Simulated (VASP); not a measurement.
# CaF2 (Fluorite) (Fm-3m) in VASP: notebook

One crystal, CaF2 (Fluorite), is run at these levels: PBEsol, PBE; tasks: relaxation of the atoms, relaxation of cell and atoms.

Everything below comes from runs of VASP 6.6.1. Logs are shortened: lines on timing, memory, paths and dates and some standing lists are left out, and cuts for length are marked.

## (1) Starting point

The structure is cubic, space group Fm-3m (No. 225). Conventional cell: a = 5.462 Å, b = 5.462 Å, c = 5.462 Å, α = 90.00°, β = 90.00°, γ = 90.00°. Around Ca (site symmetry m-3m) lie 8 F at 2.37 Å. Around F (site symmetry -43m) lie 4 Ca at 2.37 Å.

## (2) Relaxation of the atoms, PBEsol (a relaxed cell with its volume scaled by 1.06)

INCAR

```
  PREC = Accurate
  ENCUT = 600
  EDIFF = 1E-7
  ISMEAR = 0
  SIGMA = 0.03
  LREAL = False
  LASPH = True
  NELM = 80
  ALGO = Fast
  ISIF = 2
  LWAVE = False
  LCHARG = False
  GGA = PS
  IBRION = 2
  NSW = 40
  EDIFFG = -0.01
```

KPOINTS

```
regular mesh
0
Gamma
  8 8 8
```

POSCAR

```
CaF2                                    
1.0
    0.0000000000      2.7655118056      2.7655118056
    2.7655118056      0.0000000000      2.7655118056
    2.7655118056      2.7655118056      0.0000000000
  Ca              F             
     1     2
Direct
     0.0000000000000000    0.0000000000000000    0.0000000000000000
     0.2500000000000000    0.2500000000000000    0.2500000000000000
     0.7500000000000000    0.7500000000000000    0.7500000000000000
```

Potentials or basis: VASP PAW PBE potentials, release 64 (Ca_sv, F).

Command:

```sh
> cat potpaw_PBE.64/Ca_sv/POTCAR potpaw_PBE.64/F/POTCAR > POTCAR
> mpirun -np 1 vasp_std > vasp.out
```

OUTCAR:

```text
PREC = Accurate
   ENCUT = 600
   EDIFF = 1E-7
   ISMEAR = 0
   LREAL = False
   LASPH = True
   NELM = 80
   ISIF = 2
   GGA = PS
   IBRION = 2
   NSW = 40
   EDIFFG = -0.01

 ion  position               nearest neighbor table
   1  0.000  0.000  0.000-   3 2.40   3 2.40   3 2.40   2 2.40   3 2.40   2 2.40   2 2.40   2 2.40

   2  0.250  0.250  0.250-   1 2.40   1 2.40   1 2.40   1 2.40
   3  0.750  0.750  0.750-   1 2.40   1 2.40   1 2.40   1 2.40

  LATTYP: Found a face centered cubic cell.
 ALAT       =     5.5310236112

  Lattice vectors:

 A1 = (   0.0000000000,   2.7655118056,   2.7655118056)
 A2 = (   2.7655118056,   0.0000000000,   2.7655118056)
 A3 = (   2.7655118056,   2.7655118056,   0.0000000000)

Analysis of symmetry for initial positions (statically):
=====================================================================
 Subroutine PRICEL returns:
 Original cell was already a primitive cell.

 Routine SETGRP: Setting up the symmetry group for a
 face centered cubic supercell.

 Subroutine GETGRP returns: Found 48 space group operations
 (whereof 48 operations were pure point group operations)
 out of a pool of 48 trial point group operations.

The static configuration has the point symmetry O_h .

Analysis of symmetry for dynamics (positions and initial velocities):
=====================================================================
 Subroutine PRICEL returns:
 Original cell was already a primitive cell.

 Routine SETGRP: Setting up the symmetry group for a
 face centered cubic supercell.

 Subroutine GETGRP returns: Found 48 space group operations
 (whereof 48 operations were pure point group operations)
 out of a pool of 48 trial point group operations.

The dynamic configuration has the point symmetry O_h .

 Subroutine INISYM returns: Found 48 space group operations
 (whereof 48 operations are pure point group operations),
 and found     1 'primitive' translations

----------------------------------------------------------------------------------------

                                     Primitive cell

  volume of cell :      42.3016

  direct lattice vectors                    reciprocal lattice vectors
     0.000000000  2.765511806  2.765511806    -0.180798360  0.180798360  0.180798360
     2.765511806  0.000000000  2.765511806     0.180798360 -0.180798360  0.180798360
     2.765511806  2.765511806  0.000000000     0.180798360  0.180798360 -0.180798360

  length of vectors
     3.911024302  3.911024302  3.911024302     0.313151946  0.313151946  0.313151946

  position of ions in fractional coordinates (direct lattice)
     0.000000000  0.000000000  0.000000000
     0.250000000  0.250000000  0.250000000
     0.750000000  0.750000000  0.750000000

  ion indices of the primitive-cell ions
   primitive index   ion index
                 1           1
                 2           2
                 3           3

----------------------------------------------------------------------------------------

 KPOINTS: regular mesh

Automatic generation of k-mesh.
 Grid dimensions read from file:
 generate k-points for:    8    8    8

 Generating k-lattice:

  Cartesian coordinates                     Fractional coordinates (reciprocal lattice)
    -0.022599795  0.022599795  0.022599795     0.125000000  0.000000000  0.000000000
     0.022599795 -0.022599795  0.022599795     0.000000000  0.125000000  0.000000000
     0.022599795  0.022599795 -0.022599795     0.000000000  0.000000000  0.125000000

  Length of vectors
     0.039143993  0.039143993  0.039143993

  Shift w.r.t. Gamma in fractional coordinates (k-lattice)
     0.000000000  0.000000000  0.000000000

 Subroutine IBZKPT returns following result:
 ===========================================

 Found     29 irreducible k-points:

 Following reciprocal coordinates:
            Coordinates               Weight
  0.000000  0.000000  0.000000      1.000000
  0.125000  0.000000  0.000000      8.000000
  0.250000  0.000000  0.000000      8.000000
  0.375000  0.000000  0.000000      8.000000
  0.500000  0.000000  0.000000      4.000000
  0.125000  0.125000  0.000000      6.000000
[... 16 lines left out ...]
  0.500000  0.250000  0.125000     48.000000
 -0.375000  0.250000  0.125000     24.000000
 [... further k-points ...]
   k-points           NKPTS =     29   k-points in BZ     NKDIM =     29   number of bands    NBANDS=     16
   number of dos      NEDOS =    301   number of ions     NIONS =      3
   total plane-waves  NPLWV =  32768
   dimension x,y,z NGX =    32 NGY =   32 NGZ =   32
   dimension x,y,z NGXF=    64 NGYF=   64 NGZF=   64
   ions per type =               1   2
   NGX,Y,Z   is equivalent  to a cutoff of  13.60, 13.60, 13.60 a.u.
   NGXF,Y,Z  is equivalent  to a cutoff of  27.20, 27.20, 27.20 a.u.
 SYSTEM =  unknown system
   PREC   = accura    normal or accurate (medium, high low for compatibility)
   ISTART =      0    job   : 0-new  1-cont  2-samecut
   ICHARG =      2    charge: 1-file 2-atom 10-const
   ISPIN  =      1    spin polarized calculation?
   LNONCOLLINEAR =      F non collinear calculations
   LSORBIT =      F    spin-orbit coupling
   LASPH  =      T    aspherical Exc in radial PAW
   ENCUT  =  600.0 eV  44.10 Ry    6.64 a.u.   7.81  7.81  7.81*2*pi/ulx,y,z
   NELM   =     80;   NELMIN=  2; NELMDL= -5     # of ELM steps
   EDIFF  = 0.1E-06   stopping-criterion for ELM
   LREAL  =      F    real-space projection
   EDIFFG = -.1E-01   stopping-criterion for IOM
   NSW    =     40    number of steps for IOM
   IBRION =      2    ionic relax: 0-MD 1-quasi-New 2-CG
   NFREE  =      1    steps in history (QN), initial steepest desc. (CG)
   ISIF   =      2    stress and relaxation
   ISYM   =      2    0-nonsym 1-usesym 2-fastsym
   POTIM  = 0.5000    time-step for ionic-motion
   TEBEG  =    0.0;   TEEND  =   0.0 temperature during run
   PSTRESS=    0.0 pullay stress
   NELECT =      24.0000    total number of electrons
   NUPDOWN=      -1.0000    fix difference up-down
   EMIN   =  10.00;   EMAX   =-10.00  energy-range for DOS
   EFERMI =   0.00;   METHOD = LEGACY
   ISMEAR =     0;   SIGMA  =   0.03  broadening in eV -4-tet -1-fermi 0-gaus
   EFERMI_NEDOS =   21; number of points for ismear=-14 and -15
   IALGO  =     68    algorithm
   IMIX   =      4    mixing-type and parameters
     AMIX     =   0.40;   BMIX     =  1.00
     AMIX_MAG =   1.60;   BMIX_MAG =  1.00
  volume/ion in A,a.u.               =      14.10        95.16
  Fermi-wavevector in a.u.,A,eV,Ry     =   1.355272  2.561092 24.990659  1.836762
  Thomas-Fermi vector in A             =   2.482373
   LORBIT       =      0    0 simple, 1 ext, 2 COOP (PROOUT), +10 PAW based schemes
   GGA     = PS    functional components
   LHFCALC =     F    Hartree Fock is set to
   AEXX    =    0.0000 exact exchange contribution
   IVDW    =     0    specifies the selected vdW correction
   LEPSILON=     F    determine dielectric tensor
   LRPA    =     F    only Hartree local field effects (RPA)
 conjugate gradient relaxation of ions
 non-spin polarized calculation
 RMM-DIIS sequential band-by-band and
 Gauss-broadening in eV      SIGMA  =   0.03
  energy-cutoff  :      600.00
  volume of cell :       42.30
 maximum number of plane-waves:      1428
   NGX = 15   NGY = 15   NGZ = 15

 number of electron      24.0000009 magnetization

 Free energy of the ion-electron system (eV)
  ---------------------------------------------------
  ext. energy  EPLUGINS =         0.00000000
  ---------------------------------------------------
  free energy    TOTEN  =       -17.87604305 eV

  energy without entropy =      -17.87604305  energy(sigma->0) =      -17.87604305

 E-fermi :  -1.0569     XC(G=0):  -9.7036

 val. band max:       -1.2791258550   @ k =   0.5000   0.5000   0.0000
 cond. band min:       5.6055670810   @ k =   0.0000   0.0000   0.0000
 fundamental gap:      6.8846929360
 Fermi energy:        -1.0569251350

 k-point     1 :       0.0000    0.0000    0.0000
  band No.  band energies     occupation
      1     -37.2733      2.00000
      2     -21.0100      2.00000
      3     -20.2778      2.00000
      4     -18.2964      2.00000
      5     -18.2964      2.00000
      6     -18.2964      2.00000
[... 8 lines left out ...]
     15       7.6992      0.00000
     16       9.6518      0.00000

 k-point     2 :       0.1250    0.0000    0.0000
  band No.  band energies     occupation
      1     -37.2692      2.00000
      2     -21.0480      2.00000
      3     -20.3146      2.00000
      4     -18.3018      2.00000
      5     -18.3018      2.00000
      6     -18.2301      2.00000
[... 8 lines left out ...]
     15       7.7293      0.00000
     16       9.5195      0.00000

 k-point     3 :       0.2500    0.0000    0.0000
  band No.  band energies     occupation
      1     -37.2592      2.00000
      2     -21.1117      2.00000
      3     -20.4342      2.00000
      4     -18.3149      2.00000
      5     -18.3149      2.00000
      6     -18.0641      2.00000
[... 8 lines left out ...]
     15       7.8021      0.00000
     16       9.2736      0.00000

 k-point     4 :       0.3750    0.0000    0.0000
  band No.  band energies     occupation
      1     -37.2492      2.00000
      2     -21.1350      2.00000
      3     -20.5945      2.00000
      4     -18.3279      2.00000
      5     -18.3279      2.00000
      6     -17.8938      2.00000
[... 8 lines left out ...]
     15       7.8746      0.00000
     16       9.1878      0.00000
[... 324 lines left out ...]
 k-point    22 :       0.3750    0.2500    0.1250
  band No.  band energies     occupation
      1     -37.2518      2.00000
      2     -21.1564      2.00000
      3     -20.5205      2.00000
      4     -18.3339      2.00000
      5     -18.2730      2.00000
      6     -17.9852      2.00000
[... 8 lines left out ...]
     15       8.1179      0.00000
     16       8.8904      0.00000

 k-point    23 :       0.5000    0.2500    0.1250
  band No.  band energies     occupation
      1     -37.2437      2.00000
      2     -21.1260      2.00000
      3     -20.7128      2.00000
      4     -18.3486      2.00000
      5     -18.1869      2.00000
      6     -17.9235      2.00000
[... 8 lines left out ...]
     15       8.3741      0.00000
     16       8.7328      0.00000

 k-point    24 :      -0.3750    0.2500    0.1250
  band No.  band energies     occupation
      1     -37.2404      2.00000
      2     -21.0627      2.00000
      3     -20.8451      2.00000
      4     -18.3552      2.00000
      5     -18.1433      2.00000
      6     -17.9026      2.00000
[... 8 lines left out ...]
     15       8.3066      0.00000
     16       8.7497      0.00000

 [... further k-points ...]

------------------------ aborting loop because EDIFF is reached ----------------------------------------

  FORCE on cell =-STRESS in cart. coord.  units (eV):
  Direction    XX          YY          ZZ          XY          YZ          ZX
  --------------------------------------------------------------------------------------
  -------------------------------------------------------------------------------------
  Total       -1.1754029     -1.1754029     -1.1754029     -0.0000000      0.0000000      0.0000000
  in kB      -44.5185289    -44.5185289    -44.5185289     -0.0000000      0.0000000      0.0000000
  external PRESSURE =     -44.5185289 kB  Pullay stress =       0.0000000 kB

 VOLUME and BASIS-vectors are now :
 -----------------------------------------------------------------------------
  energy-cutoff  :      600.00
  volume of cell :       42.30
      direct lattice vectors                 reciprocal lattice vectors
     0.000000000  2.765511806  2.765511806    -0.180798360  0.180798360  0.180798360
     2.765511806  0.000000000  2.765511806     0.180798360 -0.180798360  0.180798360
     2.765511806  2.765511806  0.000000000     0.180798360  0.180798360 -0.180798360

 POSITION                                       TOTAL-FORCE (eV/Angst)
 -----------------------------------------------------------------------------------
      0.00000      0.00000      0.00000         0.000000      0.000000      0.000000
      1.38276      1.38276      1.38276        -0.000000     -0.000000     -0.000000
      4.14827      4.14827      4.14827         0.000000      0.000000      0.000000
 -----------------------------------------------------------------------------------
    total drift:                                0.000000     -0.000000      0.000000

  FREE ENERGIE OF THE ION-ELECTRON SYSTEM (eV)
  ---------------------------------------------------
  free  energy   TOTEN  =       -17.8760430485 eV

  energy  without entropy=      -17.8760430485  energy(sigma->0) =      -17.87604305

 reached required accuracy - stopping structural energy minimisation
```

Run time: 16 s. Hardware: 1 thread of Intel Xeon 6975P-C (Granite Rapids), shared host; peak memory 0.18 GiB.

What came out:

```yaml
Free_energy: -17.8760 eV
Pressure_after_relaxing: -4.5 GPa
Band_gap_on_the_k_mesh: 6.88 eV, indirect (least direct gap 7.14 eV)
```

Final structure:
```
Ca F
1.0
     0.00000    2.76551    2.76551
     2.76551    0.00000    2.76551
     2.76551    2.76551    0.00000
Ca F
1 2
Direct
  0.00000 0.00000 0.00000
  0.25000 0.25000 0.25000
  0.75000 0.75000 0.75000
```

Levels at points of the mesh, in eV from the valence-band top:
```csv
k point,band 8,band 9,band 10,band 11,band 12,band 13,band 14,band 15,band 16
"(0.00, 0.00, 0.00)",-2.03,-2.03,-0.25,-0.25,-0.25,6.88,8.98,8.98,10.93
"(0.50, 0.00, 0.00)",-1.45,-1.27,-1.21,-0.82,-0.82,9.18,9.18,9.47,10.36
"(0.50, 0.50, 0.00)",-1.61,-1.61,-0.35,-0.35,0.00,7.93,9.26,9.87,10.61
```

Caveat: the relaxation stopped at its first step, so nothing moved; the PAW data sets were made with another functional, which shifts forces and pressure a little. A k mesh can miss the band edges.

[end of part 1 of 2]
